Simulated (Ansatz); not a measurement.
Computed properties of Be2C (antifluorite)

All numbers come from the PAW code Ansatz. Calculated for a static, non-magnetic cell.

The cell is Be2C built on the antifluorite prototype; cell and atoms were relaxed with r2SCAN. C is surrounded by 8 Be at 1.87 Å; Be is surrounded by 4 C at 1.87 Å.

Space group Fm-3m (No. 225). a = 4.321 Å, b = 4.321 Å, c = 4.321 Å, α = 90.00°, β = 90.00°, γ = 90.00°
```csv
atom,site,symmetry,x,y,z
C,4a,m-3m,0.0000,0.0000,0.0000
Be,8c,-43m,0.2500,0.7500,0.7500
```

Band edges at fixed r2SCAN geometry:
```json
{"level": "PBE", "k mesh": "10×10×10", "gap (eV)": "1.17", "kind": "indirect", "edges": "Γ → X", "least direct gap (eV)": "4.15", "rough cost": "0.6 core-seconds"}
{"level": "r2SCAN", "k mesh": "10×10×10", "gap (eV)": "1.53", "kind": "indirect", "edges": "Γ → X", "least direct gap (eV)": "4.65", "rough cost": "1.1 core-seconds"}
{"level": "HSE06", "k mesh": "8×8×8", "gap (eV)": "1.91", "kind": "indirect", "edges": "Γ → X", "least direct gap (eV)": "5.14", "rough cost": "25 core-seconds"}
{"level": "PBE0", "k mesh": "8×8×8", "gap (eV)": "2.60", "kind": "indirect", "edges": "Γ → X", "least direct gap (eV)": "5.83", "rough cost": "26 core-seconds"}
{"level": "G0W0@PBE (60 empty bands, 120 eV, 6×6×6)", "k mesh": "6×6×6", "gap (eV)": "1.86", "kind": "–", "edges": "Γ → X (mesh)", "least direct gap (eV)": "–", "rough cost": "6 core-seconds"}
```
PBE: smearing of 0.02 eV; the others have fixed occupations.
Wave cutoffs: 420 eV, 500 eV (r2SCAN).
The G0W0 gap is PBE's gap over the path plus the quasiparticle shift read on the mesh. No extrapolation in bands, cutoff or mesh was made for G0W0.
Costs come from shared machines and give only the order; PBE's includes the band path.

HSE06 gives an indirect gap of 1.91 eV, from Γ to X; the least direct gap is 5.14 eV at Γ.

Set against the finite-basis gap of 1.86 eV from G0W0@PBE (60 empty bands, 120 eV, 6×6×6), the closest functional is HSE06, which differs by +0.05 eV, at about 22 times r2SCAN's cost; G0W0 itself took about 5 times r2SCAN's cost. The others: r2SCAN -0.33, PBE -0.69, PBE0 +0.74 eV. The yardstick's own error is a tenth of an eV or more. r2SCAN covers 49 % of the step from PBE to HSE06, while HSE06 needs about 22 times r2SCAN's cost (on a coarser mesh). All these functionals give a gap of the same kind, indirect.

r2SCAN (ground state on 8×8×8): The electronic dielectric tensor ε∞ is 6.57 in all directions. Born charges, averaged over directions: C -3.11, Be +1.56 e.

The meshes of the hybrids are coarse, so their gaps aren't converged to the digits shown.
